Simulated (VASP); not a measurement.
Wanted: the native input for a VASP 6.6.1 run.

| Quantity | Value |
| --- | --- |
| Task | relaxation of cell and atoms |
| Functional | LDA |
| Potentials or basis | VASP PAW LDA potentials, release 64 (Sb) |
| Cutoff | 600 eV |
| k mesh | 10 × 10 × 10 |
| Occupations | methfessel-paxton, width 0.1 eV |
| Spin | no spin polarisation |
| Target pressure | 1 GPa |
| Further INCAR settings | ALGO = Normal; EDIFF = 1e-07; IBRION = 2; EDIFFG = -0.005; NSW = 90; ISIF = 3 |
| Target pressure | 1 GPa |

The structure of Sb lies in POSCAR:

```
Sb                                      
1.0
    2.1406091584      1.2358812739      3.6201434063
   -2.1406091584      1.2358812739      3.6201434063
    0.0000000000     -2.4717625477      3.6201434063
  Sb            
     2
Direct
     0.2371860181130588    0.2371860181130588    0.2371860181130588
     0.7628139818869412    0.7628139818869412    0.7628139818869412
```

The input as run:

INCAR

```
SYSTEM = Sb
PREC = Accurate
ENCUT = 600
EDIFF = 1E-7
ISMEAR = 1
SIGMA = 0.1
LREAL = .False.
LASPH = .True.
NELM = 80
ALGO = Normal
ISIF = 3
LWAVE = .False.
LCHARG = .False.
IBRION = 2
NSW = 90
EDIFFG = -0.005
PSTRESS = 10.0
```

KPOINTS

```
Automatic mesh
0
Gamma
  10 10 10
  0 0 0
```

Potentials or basis: VASP PAW LDA potentials, release 64 (Sb).

Run with:

```console
$ cat potpaw_LDA.64/Sb/POTCAR > POTCAR
$ mpirun -np 1 vasp_std > vasp.out
```

Results of the run:

The relaxed volume is 28.72 Å³/atom. The relaxed cell is a = 4.382 Å, b = 4.382 Å, c = 4.382 Å, α = 58.48°, β = 58.48°, γ = 58.48° and the space group after relaxing (to 0.05 Å) is R-3m (No. 166). The energy change on relaxing (the enthalpy is what falls) is +0.1 meV/atom, the ionic steps are 2 and the pressure after relaxing is 1.0 GPa. The band gap on the k mesh is none (metal or under the smearing width).

Caveat: the cell is relaxed towards a set pressure, so the enthalpy falls and the energy may rise.

Wall time 26 s on 1 thread of Intel(R) Xeon(R) 6975P-C (Granite Rapids) (shared host), peak memory 0.21 GiB.
